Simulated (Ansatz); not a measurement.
CuO: equilibrium cell

Method: plane-wave DFT with PAW (Ansatz; 420 eV, 500 eV for r²SCAN). Each run relaxes cell and atoms to zero pressure from this start:

```
Cu O
1.0
     2.87950    0.00000    0.00000
     0.03907    2.87928    0.00000
     0.01750    0.01724    5.17634
Cu O
2 2
Direct
  0.50000 0.00000 0.50000
  0.00000 0.50000 0.00000
  0.00158 0.99833 0.25011
  0.99842 0.00167 0.74989
```

| Quantity | Value |
| --- | --- |
| Γ-centred k-mesh | 14×14×8 |
| occupation rule | Gaussian smearing, 0.1 eV |
| spin treatment | unpolarised |

Lengths are those of the cell as run.

Q: Order by relaxed volume, smallest first.
A. PBEsol
B. r2SCAN
C. PBE
D. LDA

A: D (10.26 Å³/atom), A (10.66 Å³/atom), B (10.73 Å³/atom), C (11.20 Å³/atom).

```csv
functional,a (Å),c (Å),α (°),β (°),γ (°),volume (Å³/atom),gap on mesh (eV)
LDA,2.853,5.045,89.98,89.98,89.88,10.26,metal
PBEsol,2.894,5.092,89.96,89.96,89.85,10.66,metal
PBE,2.949,5.152,89.96,89.96,89.85,11.20,metal
r2SCAN,2.893,5.126,89.99,89.99,89.97,10.73,metal
```

Cost: 4 runs of about 15 core-minutes in all, on Intel Xeon 6975P-C (Granite Rapids) (shared hosts).